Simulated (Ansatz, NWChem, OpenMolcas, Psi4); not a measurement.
## A small benchmark: atomisation enthalpy at 298 K

8 molecules holding an element from Na to Cl; the atomisation enthalpy at 298 K in kJ/mol, computed less measured. Shapes, held fixed at every level: PBE0-D4/def2-TZVP. Flexible molecules stand in one conformer, not always the lowest. Thermal terms are harmonic and unscaled (PBE0-D4/def2-TZVP); the spin-orbit lowering of the free atoms is taken from their spectra. Programs: Ansatz 0.2.0, NWChem 7.3.0, OpenMolcas 26.06, Psi4 1.11. A level may come from different programs for different species; with the same settings they agree closely. Measured values: CRC Handbook of Chemistry and Physics, NIST-JANAF tables.

Levels: A = r2SCAN/6-311+G**; B = M06-2X/6-311+G**; C = PBE0/6-311+G**.

| molecule | from tabulated heats | A | B | C |
| --- | --- | --- | --- | --- |
| BCl3 (boron trichloride) | 1337 | +25 | -4 | +8 |
| S2F2 (SMILES FSSF) | 1049 | -103 | -154 | -144 |
| PF3 (phosphorus trifluoride) | 1513 | -136 | -131 | -169 |
| SO3 (SMILES O=S(=O)=O) | 1420 | -167 | -252 | -232 |
| SiH2Cl2 (dichlorosilane (DCS)) | 1449 | -43 | -53 | -74 |
| SF4 (sulfur tetrafluoride) | 1358 | -144 | -209 | -206 |
| SiF4 (silicon tetrafluoride) | 2382 | -164 | -163 | -228 |
| C2H2Cl2 (cis-1,2-Dichloroethene) | 2108 | -8 | -27 | -3 |

Q: Sum up the errors.

A: 
```csv
level,kind,mean error,mean absolute error,worst case
r2SCAN/6-311+G**,meta-GGA,-92.5,98.8,SO3
M06-2X/6-311+G**,global hybrid,-124.1,124.1,SO3
PBE0/6-311+G**,global hybrid,-131.0,133.0,SO3
```

On this set r2SCAN/6-311+G** has the smallest mean absolute error and PBE0/6-311+G** the largest. r2SCAN/6-311+G** is too low in 7 of 8; M06-2X/6-311+G** is too low in 8 of 8; PBE0/6-311+G** is too low in 7 of 8. The heats of SiH2Cl2 (dichlorosilane (DCS)), SF4 (sulfur tetrafluoride), C2H2Cl2 (cis-1,2-Dichloroethene) come from older tables and can be uncertain by 10 kJ/mol or more. Heats of the atoms come from ATcT where it has them, that of boron, 570 kJ/mol, from recent work. The tabulated value of S2F2 is in doubt (older tables, estimates, or at odds with other calculations) and kept here. Over the 7 molecules whose values aren't doubted the mean absolute errors are A 98.1; B 119.9; C 131.4. The largest two are near a tie. The set is small.
